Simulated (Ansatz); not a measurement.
Eu (Fm-3m); no U.

```
CELL_PARAMETERS angstrom
0.00000 2.78930 2.78930
2.78930 0.00000 2.78930
2.78930 2.78930 0.00000
ATOMIC_POSITIONS crystal
Eu 0.00000 0.00000 0.00000
```

The source of the geometry is a structure from the Materials Project; atoms and cell stay fixed.

Settings: PBE, 9×9×9 k mesh, Fermi–Dirac smearing of 0.08 eV. PAW means Ansatz 0.2.0 on its default frozen-core files. Site moments are integrated in spheres about the atoms. Start moments (μB): Eu 7.

The self-consistent cycle went as follows.

```csv
iteration,Harris–Foulkes energy less the last (meV),density residual (eV),M (μB),∫|m| (μB)
1,913.496,2.8e-01,7.2370,7.2370
2,632.000,9.0e-02,7.2439,7.2439
3,260.863,5.6e-02,7.2948,7.2948
4,31.544,3.1e-02,7.3881,7.3881
5,-2.085,1.7e-03,7.4363,7.4363
6,-2.908,4.6e-04,7.4247,7.4247
7,-2.979,3.4e-06,7.4276,7.4276
8,0.003,6.4e-07,7.4301,7.4301
9,0.001,9.7e-08,7.4318,7.4318
10,0.000,3.1e-08,7.4329,7.4329
11,0.000,3.9e-08,7.4336,7.4336
```

Site moments (μB): Eu 7.14. Cell moment 7.43 μB.

Spin–orbit coupling is left out although heavy atoms are present. With open f shells a run can end in a state that isn't the lowest. The magnetic state is the one that this cell and start allow. It needn't be the compound's measured order, which may need a larger cell or be absent.
